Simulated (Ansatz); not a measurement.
The system is HfH2.

```
Hf H
1.0
    -1.73900    1.73900    2.18050
     1.73900   -1.73900    2.18050
     1.73900    1.73900   -2.18050
Hf H
1 2
Direct
  0.00000 0.00000 0.00000
  0.25000 0.75000 0.50000
  0.75000 0.25000 0.50000
```

* Program: Ansatz 0.2.0
* Task: relaxation of cell and atoms
* Functional: r2SCAN
* Dispersion: D3(BJ)-ATM
* Potentials or basis: Ansatz PAW
* Cutoff: 500 eV (not typed: the program's choice for these potentials)
* k mesh: 11 × 11 × 11
* Occupations: fermi-dirac, width 0.05 eV
* Spin: no spin polarisation

At the start: volume 8.79 Å³/atom.

Where does the relaxation end?

It ends after 4 steps and the volume is 8.55 Å³/atom (-2.7 %); space group I4/mmm (No. 139, to 0.05 Å).

The path:
```tsv
step	energy change (eV)	largest force (eV/Å)	volume (Å³)
1	0.0000	0.0000	26.38
2	-0.0094	0.0000	25.71
3	-0.0095	0.0000	25.66
4	-0.0093	0.0000	25.66
```

Final structure:
```
Hf H
1.0
    -1.72547    1.72547    2.15467
     1.72547   -1.72547    2.15467
     1.72547    1.72547   -2.15467
Hf H
1 2
Direct
  0.00000 0.00000 0.00000
  0.25000 0.75000 0.50000
  0.75000 0.25000 0.50000
```

Caveat: the plane-wave basis is chosen anew once the cell has moved, so the energies of steps on either side of that aren't comparable; pairwise dispersion overbinds metals, which lowers pressure and volume; the PAW data sets come from PBE, with cores solved anew for the run's functional, which leaves a small shift of forces and pressure.
